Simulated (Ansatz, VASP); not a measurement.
# Two plane-wave programs on H2C19

```
C H
1.0
     7.39800    0.00000    0.00000
    -3.69900    6.40686    0.00000
     0.00000    0.00000   13.00000
C H
19 2
Direct
  0.98207 0.99643 0.07707
  0.20500 0.11506 0.10213
  0.98718 0.33287 0.06924
  0.21040 0.44469 0.06874
  0.98956 0.66589 0.07358
  0.20696 0.77167 0.07685
  0.32557 0.99460 0.10215
  0.54838 0.11308 0.07690
  0.32365 0.33797 0.07698
  0.54101 0.44372 0.07374
  0.32015 0.66492 0.06873
  0.54333 0.77677 0.06920
  0.65514 0.99990 0.06888
  0.87533 0.10969 0.06859
  0.65420 0.33064 0.07362
  0.87734 0.44277 0.06952
  0.65325 0.66686 0.06941
  0.87639 0.77914 0.07358
  0.26533 0.05491 0.20196
  0.39138 0.18128 0.24527
  0.13917 0.92888 0.24538
```

Alike in both runs: functional PBEsol; k mesh 2 × 2 × 1; occupations fermi-dirac, width 0.05 eV; no spin polarisation.

Ansatz relaxed the structure, and its values are those at the end. VASP's run is a single point on that final structure, the one shown.

|  | VASP | Ansatz |
| --- | --- | --- |
| version | VASP 6.6.1 | Ansatz 0.2.0 |
| potentials or method | VASP PAW PBE potentials, release 64 (C, H) | scalar-relativistic, plane waves, PAW |
| plane-wave cutoff (eV) | 520 | 420 |
| valence electrons in the cell | 78 | 78 |

```csv
,VASP,Ansatz,Ansatz less VASP
rms of the force components (eV/Å),0.031,0.027,-0.0037
```

The functional is the same, so the differences come from potentials, cutoffs and numerics. Ansatz warned: «xc_potential_rough_in_thin_density».

Caveats: the k mesh is coarse (spacing up to 0.49 Å⁻¹), so the values aren't converged; the PAW data sets were made with another functional, which shifts forces and pressure a little (VASP).
